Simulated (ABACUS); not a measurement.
Crystal: BN.

```
N B
1.0
     2.55394    0.00000    0.00000
    -1.27697    2.21178    0.00000
     0.00000    0.00000    4.22685
N B
2 2
Direct
  0.33333 0.66667 0.12528
  0.66667 0.33333 0.62528
  0.33333 0.66667 0.49972
  0.66667 0.33333 0.99972
```

Measurements of this composition are mostly on another form, of space group No. 194.

| Quantity | Value |
| --- | --- |
| Program | ABACUS 3.10.1 |
| Task | single point |
| Functional | PBE |
| Potentials or basis | PseudoDojo NC SR 0.4.1 PBE standard |
| Cutoff | 1143 eV |
| Density cutoff | 4572 eV |
| Basis | plane waves |
| k mesh | 12 × 12 × 6 |
| Occupations | fermi-dirac, width 0.05 eV |
| Spin | no spin polarisation |

On this cell: pressure -0.4 GPa; largest force 0.015 eV/Å; band gap on the k mesh 5.27 eV, indirect (least direct gap 8.29 eV).

The same run follows on a disturbed copy (atoms moved at random, drawn with an rms of 0.05 Å):

```
N B
1.0
     2.55394    0.00000    0.00000
    -1.27697    2.21178    0.00000
     0.00000    0.00000    4.22685
N B
2 2
Direct
  0.33349 0.65369 0.12233
  0.66826 0.32131 0.62147
  0.32327 0.67179 0.48849
  0.69674 0.34690 0.99522
```

What does the disturbed cell give?

The energy moves by +31.5 meV/atom; pressure 0.9 GPa; largest force 1.822 eV/Å; band gap on the k mesh 4.54 eV, indirect (least direct gap 7.43 eV).

Forces on the atoms (eV/Å):
```
N    0.736  1.244 -0.353
N   -0.599  0.925 -0.348
B    1.047 -0.826  1.040
B   -1.185 -1.342 -0.338
```

Stress tensor (GPa, compression positive):
```
 1.84  1.09  0.77
 1.09  1.01  1.19
 0.77  1.19 -0.14
```

Caveats: there are fewer bands than atomic start orbitals, so a level may be missed at k points of high symmetry.

A k mesh can miss the band edges.
